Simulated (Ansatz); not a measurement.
ZnS (Wurtzite-2H):

```xyz
4
Lattice="3.8110 0.0000 0.0000 -1.9055 3.3004 0.0000 0.0000 0.0000 6.2340" Properties=species:S:1:pos:R:3 pbc="T T T"
Zn    1.9055    1.1001    3.1170
Zn    0.0000    2.2003    0.0000
S     1.9055    1.1001    5.5171
S     0.0000    2.2003    2.4001
```

| Property | Result |
| --- | --- |
| Program | Ansatz 0.2.0 |
| Task | relaxation of cell and atoms |
| Functional | CAM-B3LYP |
| Potentials or basis | Ansatz PAW |
| Cutoff | 420 eV (not typed: the program's choice for these potentials) |
| k mesh | 4 × 4 × 3 |
| Occupations | fermi-dirac, width 0.05 eV |
| Spin | no spin polarisation |

At the start: volume 19.60 Å³/atom.

Task: Where does the relaxation end?

Result: It ends after 5 steps and the volume is 20.08 Å³/atom (+2.4 %); space group P6_3mc (No. 186, to 0.05 Å).

The path:
```csv
step,energy change (eV),largest force (eV/Å),volume (Å³)
1,0.0000,0.3452,78.41
2,-0.0225,0.2320,79.67
3,-0.0341,0.0280,80.45
4,-0.0343,0.0004,80.33
5,-0.0352,0.0003,80.33
```

Final structure:
```yaml
crystal:
  lattice:
    - [3.84141, 0.00000, 0.00000]
    - [-1.92071, 3.32676, 0.00000]
    - [0.00000, 0.00000, 6.28572]
  atoms:
    - { symbol: Zn, position: [0.66667, 0.33333, 0.50518] }
    - { symbol: Zn, position: [0.33333, 0.66667, 0.00518] }
    - { symbol: S, position: [0.66667, 0.33333, 0.87982] }
    - { symbol: S, position: [0.33333, 0.66667, 0.37982] }
```

Caveat: the k mesh is coarse (spacing up to 0.48 Å⁻¹), so the values aren't converged, least of all with exact exchange; the plane-wave basis is chosen anew once the cell has moved, so the energies of steps on either side of that aren't comparable; the PAW data sets come from PBE, with cores solved anew for the run's functional, which leaves a small shift of forces and pressure.
